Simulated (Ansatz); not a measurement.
A trial cell of Bi2Se3, before relaxation:

```yaml
crystal:
  lattice:
    - [4.41936, 0.00000, 0.00000]
    - [0.00000, 4.41936, 0.00000]
    - [0.00000, 0.00000, 8.93374]
  atoms:
    - { symbol: Bi, position: [0.50000, 0.50000, 0.68268] }
    - { symbol: Bi, position: [0.00000, 0.00000, 0.82156] }
    - { symbol: Se, position: [0.00000, 0.00000, 0.20582] }
    - { symbol: Se, position: [0.50000, 0.00000, 0.04947] }
    - { symbol: Se, position: [0.00000, 0.50000, 0.04947] }
```

These are results of DFT PBE, scalar-relativistic, plane waves, PAW (Ansatz 0.2.0), not measurements. Cutoff 420 eV, Gaussian smearing, Γ-centred meshes. Cell and atoms relax first on a coarse mesh and then on a finer one. In between, the cell is made exact in the group found at 0.06 Å. In metals the finer mesh still leaves noise of several meV/atom or more. The steps can't lower the symmetry of their start. No spin polarisation.

A guess keeps its type if space group and coordination stay and the shape of the cell changes little (axis ratios within about 15 %, angles within 6°); the volume may change.

Q: Does it keep its structure type, or change into something else?

A: It doesn't keep its type. The symmetry stays P4mm (No. 99). The volume per atom shrinks by 15.7 %, from 34.9 to 29.4 Å³. The shortest distance goes from 2.61 Å (Se–Se) to 2.83 Å (Se–Se). The ratio c/a of the conventional cell changes by a factor of 1.14. Counting neighbours within 15 % of an atom's shortest distance, the start has Bi 4/9, Se 4 and the end Bi 4/9, Se 5/6. In detail, at the end Bi on its first site is surrounded by 4 Se at 3.00 Å and 4 Bi at 3.56 Å; Bi on its second site is surrounded by 5 Se at 3.13–3.16 Å, 4 Bi at 3.56 Å and 4 Bi at 4.00 Å; around Se on a site of symmetry 4mm lie 5 Bi at 3.00–3.16 Å; 1 more site not described.

```
CELL_PARAMETERS angstrom
4.00241 0.00000 0.00000
0.00000 4.00241 0.00000
0.00000 0.00000 9.18633
ATOMIC_POSITIONS crystal
Bi 0.50000 0.50000 0.53714
Bi 0.00000 0.00000 0.77263
Se 0.00000 0.00000 0.42896
Se 0.50000 0.00000 0.03514
Se 0.00000 0.50000 0.03514
```

Formation energies are uncorrected and refer to the elements' standard structures at the same level.

Q: At what energy does it end?

A: +0.06 eV/atom. It can't be a ground state, since the elements alone are lower.

The last run used a 10×10×4 mesh (in the run's order of axes) for its 5-atom cell and Gaussian smearing of 0.10 eV. Weakly bound directions are ill-defined at this level, which has no dispersion term. These runs have no spin–orbit coupling, which can matter for Bi. The reference form of Se is held partly by dispersion forces, which this level lacks. Symmetry constrained the relaxation, so the result can be a saddle point. Another cell of Bi2Se3 relaxed alike, in R-3m (a cell as deposited in COD), lies 0.45 eV/atom lower, so this cell isn't the stable form at this level.

In counts of neighbours, a slash parts the counts of unlike sites.
